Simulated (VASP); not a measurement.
A run of VASP 6.6.1 is set up as follows.

File INCAR:

```
PREC     = Accurate       # precision mode
ENCUT    = 600            # plane-wave cutoff, eV
EDIFF    = 1E-7           # SCF threshold, eV
ISMEAR   = 0              # smearing method
SIGMA    = 0.03           # smearing width, eV
LREAL    = F              # projectors in reciprocal space
LASPH    = T              # aspherical terms in the spheres
NELM     = 80             # most SCF steps
ALGO     = Normal         # electronic algorithm
ISIF     = 3              # what is computed and relaxed
LWAVE    = F              # write WAVECAR
LCHARG   = F              # write CHGCAR
GGA      = PE             # functional
IBRION   = 2              # ionic algorithm
NSW      = 90             # ionic steps
EDIFFG   = -0.005         # ionic threshold
KPAR     = 2
```

Contents of KPOINTS:

```
Automatic mesh
0
Gamma
  12 12 3
```

Contents of POSCAR:

```
WS2                                     
1.0
    3.1885958565      0.0000000000      0.0000000000
   -1.5942979282      2.7614050141      0.0000000000
    0.0000000000      0.0000000000     14.0731061438
  W               S             
     2     4
Direct
     0.3333333332999970    0.6666666667000030    0.2500000000000000
     0.6666666667000030    0.3333333332999970    0.7500000000000000
     0.3333333332999970    0.6666666667000030    0.6383814446113163
     0.6666666667000030    0.3333333332999970    0.1383814446113162
     0.3333333332999970    0.6666666667000030    0.8616185553886837
     0.6666666667000030    0.3333333332999970    0.3616185553886838
```

Potentials or basis: VASP PAW PBE potentials, release 64 (W_sv, S).

Run with:

```console
$ cat potpaw_PBE.64/W_sv/POTCAR potpaw_PBE.64/S/POTCAR > POTCAR
$ mpirun -np 2 vasp_std > vasp.out
```

Task: Estimate the space group after relaxing (to 0.05 Å).

Result: P6_3/mmc (No. 194).

Task: What does it give for the relaxed volume?

Result: 21.30 Å³/atom.

The path:
| step | energy change (eV) | largest force (eV/Å) | pressure (GPa) | volume (Å³) |
| --- | --- | --- | --- | --- |
| 1 | 0.0000 | 0.0046 | 0.01 | 123.91 |
| 2 | 0.0000 | 0.0152 | 0.00 | 123.94 |
| 3 | -0.0001 | 0.0223 | -0.01 | 123.95 |
| 4 | -0.0001 | 0.0189 | 0.02 | 123.96 |
| 5 | -0.0001 | 0.0090 | 0.11 | 123.98 |
| 6 | -0.0002 | 0.0092 | 0.10 | 124.01 |
| 7 | -0.0002 | 0.0103 | 0.08 | 124.12 |
| 8 | -0.0004 | 0.0123 | 0.02 | 124.32 |
| 9 | -0.0006 | 0.0162 | -0.08 | 124.74 |
| 10 | -0.0007 | 0.0231 | -0.28 | 125.58 |
| 11 | -0.0007 | 0.0205 | -0.21 | 125.29 |
| 12 | -0.0007 | 0.0190 | -0.20 | 125.33 |
| 13 | -0.0008 | 0.0160 | -0.19 | 125.39 |
| 14 | -0.0009 | 0.0101 | -0.17 | 125.52 |
| 15 | -0.0010 | 0.0020 | -0.12 | 125.77 |
| 16 | -0.0011 | 0.0271 | -0.03 | 126.29 |
| 17 | -0.0012 | 0.0233 | -0.01 | 126.42 |
| 18 | -0.0016 | 0.0130 | 0.03 | 126.83 |
| 19 | -0.0017 | 0.0060 | 0.13 | 127.64 |
| 20 | -0.0017 | 0.0020 | 0.09 | 127.32 |
| 21 | -0.0018 | 0.0128 | -0.01 | 127.53 |
| 22 | -0.0018 | 0.0143 | -0.02 | 127.55 |
| 23 | -0.0018 | 0.0101 | -0.02 | 127.65 |
| 24 | -0.0018 | 0.0070 | -0.03 | 127.73 |
| 25 | -0.0018 | 0.0007 | -0.04 | 127.89 |
| 26 | -0.0018 | 0.0039 | -0.04 | 127.81 |
| 27 | -0.0018 | 0.0058 | 0.03 | 127.79 |
| 28 | -0.0018 | 0.0035 | 0.01 | 127.79 |
| 29 | -0.0018 | 0.0023 | 0.01 | 127.80 |

Caveat: this functional lacks dispersion, which binds the layers, so the pressure and a relaxed spacing across them are unreliable. Zero-point motion and thermal expansion aren't in these numbers.
